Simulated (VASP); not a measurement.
Write the native input for VASP 6.6.1 that does the following.

* Task: relaxation of cell and atoms
* Functional: BLYP
* Dispersion: D3
* Potentials or basis: VASP PAW PBE potentials, release 64 (Os)
* Cutoff: 600 eV
* k mesh: 11 × 11 × 6
* Occupations: fermi-dirac, width 0.05 eV
* Spin: no spin polarisation
* Further INCAR settings: ALGO = Normal; EDIFF = 1e-07; IBRION = 2; EDIFFG = -0.005; NSW = 40; ISIF = 3

The structure of Os lies in POSCAR:

```
Os
1.0
    2.7341000000      0.0000000000      0.0000000000
   -1.3670500000      2.3678000565      0.0000000000
    0.0000000000      0.0000000000      4.3197000000
Os
2
Direct
    0.6666666667      0.3333333333      0.7500000000
    0.3333333333      0.6666666667      0.2500000000
```

The input as run:

INCAR

```
SYSTEM = Os
PREC = Accurate
ENCUT = 600
EDIFF = 1E-7
ISMEAR = -1
SIGMA = 0.05
LREAL = .False.
LASPH = .True.
NELM = 100
ALGO = Normal
ISIF = 3
LWAVE = .False.
LCHARG = .False.
GGA = B5
ALDAX = 1.0
AGGAX = 1.0
AGGAC = 1.0
ALDAC = 0.0
IVDW = 11
VDW_S6 = 1.0
VDW_S8 = 1.682
VDW_SR = 1.094
VDW_SR8 = 1.0
IBRION = 2
NSW = 40
EDIFFG = -0.005
```

KPOINTS

```
regular mesh
0
Gamma
  11 11 6
  0 0 0
```

Potentials or basis: VASP PAW PBE potentials, release 64 (Os).

Launch:

```sh
$ cat potpaw_PBE.64/Os/POTCAR > POTCAR
$ mpirun -np 1 vasp_std > vasp.out
```

Results of the run:

```json
{
  "Relaxed volume": "14.37 Å³/atom",
  "Relaxed cell": "a = 2.758 Å, b = 2.758 Å, c = 4.362 Å, α = 90.00°, β = 90.00°, γ = 120.00°",
  "Space group after relaxing (to 0.05 Å)": "P6_3/mmc (No. 194)",
  "Energy gained by relaxing": "13.5 meV/atom",
  "Ionic steps": "9",
  "Pressure after relaxing": "0.0 GPa",
  "Band gap on the k mesh": "none (metal or under the smearing width)",
  "Dispersion energy per atom": "-1.160 eV"
}
```

Caveat: the PAW data sets were made with another functional, which shifts forces and pressure a little; pairwise dispersion overbinds metals, which lowers pressure and volume.

It took 74 s on 1 thread of Intel(R) Xeon(R) 6975P-C (Granite Rapids) (shared host), peak memory 0.19 GiB.
